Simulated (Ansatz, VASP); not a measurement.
**Ti: VASP beside Ansatz**

```
CELL_PARAMETERS angstrom
-1.67318 1.67318 1.67318
1.67318 -1.67318 1.67318
1.67318 1.67318 -1.67318
ATOMIC_POSITIONS crystal
Ti 0.00000 0.00000 0.00000
```

Change from the starting cell: volume scaled by 1.06.

Alike in both runs: task single point; functional PBEsol; k mesh 11 × 11 × 11; occupations fermi-dirac, width 0.05 eV; no spin polarisation.

|  | VASP | Ansatz |
| --- | --- | --- |
| version | VASP 6.6.1 | Ansatz 0.2.0 |
| potentials or method | VASP PAW PBE potentials, release 64 (Ti_sv) | Ansatz PAW |
| plane-wave cutoff (eV) | 520 | 420 |
| valence electrons in the cell | 12 | 12 |

Ansatz gave:

| Quantity | Value |
| --- | --- |
| gap on the k mesh at the Fermi level (eV) | none |
| pressure (GPa) | -11.4 |

What did VASP give for the same quantities?

gap on the k mesh at the Fermi level (eV): none; pressure (GPa): -11.5.

A gap of «none» marks a metal or a gap that the smearing closes.

Caveats: the PAW data sets were made with another functional, which shifts forces and pressure a little (VASP); the PAW data sets come from PBE, with cores solved anew for the run's functional, which leaves a small shift of forces and pressure (Ansatz).
